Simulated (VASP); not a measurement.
Write the native input for VASP 6.6.1 that does the following.

```
Task                   : relaxation of cell and atoms
Functional             : PBE
Potentials or basis    : VASP PAW PBE potentials, release 64 (Nb_sv)
Cutoff                 : 600 eV
k mesh                 : 18 × 18 × 18
Occupations            : gaussian, width 0.1 eV
Spin                   : no spin polarisation
Further INCAR settings : ALGO = Normal; EDIFF = 1e-07; IBRION = 2; EDIFFG = -0.005; NSW = 90; ISIF = 3
```

The structure of Nb lies in POSCAR:

```
Nb
1.0
   -1.6588161900      1.6588161900      1.6588161900
    1.6588161900     -1.6588161900      1.6588161900
    1.6588161900      1.6588161900     -1.6588161900
Nb
1
Direct
    0.0000000000      0.0000000000      0.0000000000
```

The input as run:

INCAR

```
PREC = Accurate ; ENCUT = 600
EDIFF = 1E-7 ; ISMEAR = 0
SIGMA = 0.1 ; LREAL = False
LASPH = True ; NELM = 100
ALGO = Normal ; ISIF = 3
LWAVE = False ; LCHARG = False
GGA = PE ; IBRION = 2
NSW = 90 ; EDIFFG = -0.005
```

KPOINTS

```
regular mesh
0
Gamma
  18 18 18
```

Potentials or basis: VASP PAW PBE potentials, release 64 (Nb_sv).

The run is started by

```console
$ cat potpaw_PBE.64/Nb_sv/POTCAR > POTCAR
$ mpirun -np 1 vasp_std > vasp.out
```

Results of the run:

```yaml
Relaxed_volume: 18.12 Å³/atom
Relaxed_cell: a = 2.866 Å, b = 2.866 Å, c = 2.866 Å, α = 109.47°, β = 109.47°, γ = 109.47°
Space_group_after_relaxing_to_0.05_Å: Im-3m (No. 229)
Energy_gained_by_relaxing: 0.6 meV/atom
Ionic_steps: 3
Pressure_after_relaxing: 0.0 GPa
Band_gap_on_the_k_mesh: none (metal or under the smearing width)
```

Wall time 30 s on 1 thread of Intel(R) Xeon(R) 6975P-C (Granite Rapids), with other jobs on the host, peak memory 0.17 GiB.
